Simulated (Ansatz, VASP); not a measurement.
ZnS in VASP and in Ansatz

```xyz
2
Lattice="0.0000 2.7046 2.7317 2.7046 0.0000 2.7317 2.7046 2.7046 0.0000" Properties=species:S:1:pos:R:3 pbc="T T T"
Zn    0.0000    0.0000    0.0000
S     4.0570    4.0570    4.0975
```

Change from the starting cell: zz strain of +1 %.

Alike in both runs: task single point; functional PBE; k mesh 8 × 8 × 8; occupations fermi-dirac, width 0.01 eV; no spin polarisation.

|  | VASP | Ansatz |
| --- | --- | --- |
| version | VASP 6.6.1 | Ansatz 0.2.0 |
| potentials or method | VASP PAW PBE potentials, release 64 (Zn, S), cutoff 520 eV | all-electron LAPW, scalar-relativistic |

|  | VASP | Ansatz | Ansatz less VASP |
| --- | --- | --- | --- |
| gap on the k mesh at the Fermi level (eV) | 2.05 | 2.04 | -0.001 |
| pressure (GPa) | 0.8 | 0.6 | -0.14 |
| largest component of the traceless stress (GPa) | 0.28 | 0.28 | 0.000 |

Ansatz ran all-electron here, so the differences hold the error of VASP's frozen core and of both bases.
